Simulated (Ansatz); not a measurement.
System: α-quartz-type GeO₂ (metastable phase). Method: HSE06 (Ansatz, an electronic-structure program, PAW).

Output (set-up and result lines):

```
WARN output.stress: scf.exx.energy_threshold = 1e-6 eV is looser than the 9e-8 eV advised for a stress under a hybrid functional (1e-8 eV for each atom of the …
Crystal: 9 atoms, lattice volume = 121.734 Å³
Basis set: ecut = 460 eV, 2701 PW (Γ), exchange–correlation on 72×72×80 points (8 copies of the dense FFT grid, shifted against one another)
Bands: 48, of which v1, the nominal top of the filled ones, is band 39 counted from 1 (38 counted from 0)
Symmetry: 6 space group operations
Space group: P3221 (ITA 154), of the structure as read, at distance tolerance 5.0e-5 Å
k-points: 24 of 144 (time reversal used)
SCF iter   1: F=—  HF=-16289.006539 eV  |F-HF|=—  |Δ(HF+E_count)|=         —  Δρ=1.62e-3  dr2=6.81e-4
SCF iter   2: F=-16289.008672 eV  HF=-16289.008106 eV  |F-HF|=5.65e-4  |Δ(HF+E_count)|=   1.57e-3  Δρ=7.59e-4  dr2=1.45e-4
Crystal: 9 atoms, lattice volume = 121.734 Å³
Initial density: handed on by an earlier stage of this run
  ...
Crystal: 9 atoms, lattice volume = 121.734 Å³
SCF 3 converged in 5 iterations: F = -16290.739106 eV  dr2 = 4.48e-10
Crystal: 9 atoms, lattice volume = 121.734 Å³
SCF iter   1: F=—  HF=-16290.739106 eV  |F-HF|=—  |Δ(HF+E_count)|=         —  Δρ=2.40e-6  dr2=2.04e-9
SCF iter   2: F=-16290.739106 eV  HF=-16290.739106 eV  |F-HF|=7.28e-11  |Δ(HF+E_count)|=  3.93e-10  Δρ=8.67e-7  dr2=2.69e-10
SCF 4 converged in 2 iterations: F = -16290.739106 eV  dr2 = 2.69e-10
Free energy (F): -16290.739106 eV
Internal energy: -16290.739106 eV  (E = F + TS)
E sigma→0 (E₀):  -16290.739106 eV
Fermi energy:    5.156870 eV
--- Forces (eV/Å), atoms counted from 1 ---
  atom   1  Ge     0.03185872    -0.05518092    -0.00000000
  atom   2  Ge     0.03185872     0.05518092     0.00000000
  atom   3  Ge    -0.06371744    -0.00000000    -0.00000000
  atom   4  O     -0.19903774     0.25778981    -0.26853305
  atom   5  O     -0.12373365    -0.30126664    -0.26853305
  atom   6  O     -0.12373365     0.30126664     0.26853305
  atom   7  O     -0.19903774    -0.25778981     0.26853305
  atom   8  O      0.32277139    -0.04347683     0.26853305
  atom   9  O      0.32277139     0.04347683    -0.26853305
--- Stress (GPa, compression-positive) ---
       -2.178765       0.000000      -0.000000
        0.000000      -2.178765       0.000000
       -0.000000       0.000000      -2.096242
  P = ⅓ Tr σ = -2.1513 GPa (-21.513 kbar)
```

Q: Write an input file that could have produced this run (the log leaves some choices open).

A: One answer among several that fit: 
Ansatz 0.2 input:
```yaml
crystal:
  lattice:
    - [4.9870001797, 0.0, 0.0]
    - [-2.4935000899, 4.3188688443, 0.0]
    - [0.0, 0.0, 5.652]
  atoms:
    - { symbol: Ge, position: [0.0, 0.4497894446, 0.3333333333] }
    - { symbol: Ge, position: [0.5502105554, 0.5502105554, 0.0] }
    - { symbol: Ge, position: [0.4497894446, 0.0, 0.6666666667] }
    - { symbol: O, position: [0.3057666352, 0.3933852987, 0.246945897] }
    - { symbol: O, position: [0.6066147013, 0.9123813366, 0.9136125637] }
    - { symbol: O, position: [0.6942333648, 0.0876186634, 0.4197207696] }
    - { symbol: O, position: [0.9123813366, 0.6066147013, 0.0863874363] }
    - { symbol: O, position: [0.3933852987, 0.3057666352, 0.753054103] }
    - { symbol: O, position: [0.0876186634, 0.6942333648, 0.5802792304] }
basis:
  ecutwfc: 460
  ecutrho_ratio: 4
  xc_grid: 2
kpoints:
  mp_grid: { grid: [6, 6, 4] }
  band_path: { path: [[0, 0, 0], [0.0, 0.354167, 0.09375]], npoints: 1 }
hamiltonian:
  xc: hse06
  dispersion: none
  pseudopotentials: { kind: paw }
scf:
  occupations: { method: fermi_dirac, width: 0.01 }
  convergence: { dr2_threshold: 0.0000000009 }
output:
  forces: true
  stress: true
  eigenvalues: true
  write_bands: true
```

The PAW data were made under PBE.

Note: cell and atoms aren't relaxed at this level (largest force component 0.32 eV/Å, pressure -2.2 GPa).
